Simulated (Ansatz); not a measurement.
NiO$_{2}$: do energies and stresses tell the same story?

These are results of Ansatz, DFT r2SCAN, scalar-relativistic, plane waves, PAW, not measurements.

Settings: cutoff 500 eV, Γ-centred mesh 12×12×12 on the computed 3-atom cell, Gaussian smearing of 0.02 eV; no spin polarisation.

Relaxed cell: R-3m, a = 2.774 Å, b = 2.774 Å, c = 15.322 Å, α = 90.00°, β = 90.00°, γ = 120.00°, 3 atoms in the primitive cell. Whether it is the stable form of this composition wasn't checked.

Energies at zero smearing and pressures from the stress tensor, at volumes with shape and atoms relaxed:
```
V (Å³/atom) E − E(first) (meV/atom) P (GPa)
     10.663                     0.00    1.301
     11.003                    -1.80    0.482
     11.344                    -2.25    0.016
     11.684                    -2.01   -0.203
     12.024                    -1.48   -0.275
```

**Question.** Check P = −dE/dV between neighbouring volumes, and get the bulk modulus from the pressures alone.

**Answer.** With 1 eV/Å³ = 160.2 GPa:
```
middle V (Å³/atom)  −ΔE/ΔV (GPa) mean P (GPa)
            10.833         0.847         0.891
            11.173         0.213         0.249
            11.514        -0.114        -0.094
            11.854        -0.250        -0.239
```

The two differ by 0.044 GPa at most. The mean of two end pressures misses the average over a step by about ΔV² P″/12, up to 0.034 GPa here; with that taken off 0.011 GPa remains. Around V = 11.344 Å³/atom, the two neighbours give B = −V ΔP/ΔV = 11.344 × 0.685 / 0.681 = 11.4 GPa, against B0 = 11.0 GPa from the Birch–Murnaghan fit of the energies, which describes these points poorly (B0' = 23.7).

The cell holds layers, and where no dispersion correction was added their binding is poorly described.

A ferromagnetic start lost its moments in a first run, so spin was left out; other magnetic orders weren't tried.

Cost: 6 runs of about 7.6 core-minutes in all, on Intel Xeon Platinum 8259CL (Skylake/Cascade Lake) (shared hosts).